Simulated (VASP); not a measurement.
A run of VASP 6.6.1 is set up as follows.

The input INCAR:

```
SYSTEM = Bi2Te3
  ALGO = Normal
  EDIFF = 1E-7
  EDIFFG = -0.01
  ENCUT = 300
  GGA = PE
  IBRION = 2
  ISIF = 4
  ISMEAR = 0
  LASPH = .TRUE.
  LCHARG = .FALSE.
  LREAL = .FALSE.
  LWAVE = .FALSE.
  NELM = 80
  NSW = 40
  PREC = Accurate
  SIGMA = 0.03
```

The input KPOINTS:

```
k-points
0
G
  5 5 4
  0 0 0
```

The input POSCAR:

```
Bi2Te3                                  
1.0
    2.1913350708      1.2651678929     10.6425201356
   -2.1913350708      1.2651678929     10.6425201356
    0.0000000000     -2.5303357860     10.6425201356
  Bi              Te            
     2     3
Direct
     0.3967168243899084    0.3967168243899084    0.3967168243899084
     0.6032831756100917    0.6032831756100917    0.6032831756100988
     0.0000000000000000    0.0000000000000000    0.0000000000000000
     0.2167291935343686    0.2167291935343686    0.2167291935343686
     0.7832708064656313    0.7832708064656313    0.7832708064656313
```

Potentials or basis: VASP PAW PBE potentials, release 64 (Bi, Te).

The run is started by

```sh
$ cat potpaw_PBE.64/Bi/POTCAR potpaw_PBE.64/Te/POTCAR > POTCAR
$ mpirun -np 1 vasp_std > vasp.out
```

Problem. Predict the energy gained by relaxing.

Solution. 6.2 meV/atom.

Problem. Predict the band gap on the k mesh.

Solution. 0.39 eV, direct.

The path:
| step | energy change (eV) | largest force (eV/Å) | pressure (GPa) |
| --- | --- | --- | --- |
| 1 | 0.0000 | 0.3143 | 1.98 |
| 2 | -0.0082 | 0.1940 | 1.74 |
| 3 | -0.0113 | 0.1781 | 1.45 |
| 4 | -0.0156 | 0.1595 | 1.34 |
| 5 | -0.0251 | 0.1055 | 1.04 |
| 6 | -0.0301 | 0.0406 | 0.49 |
| 7 | -0.0306 | 0.0272 | 0.61 |
| 8 | -0.0307 | 0.0242 | 0.70 |
| 9 | -0.0308 | 0.0021 | 0.66 |

Caveat: spin-orbit coupling is left out, which as a rule narrows the gap of such compounds by several tenths of an eV; an odd mesh through Γ misses points on the zone boundary, where band edges often lie.
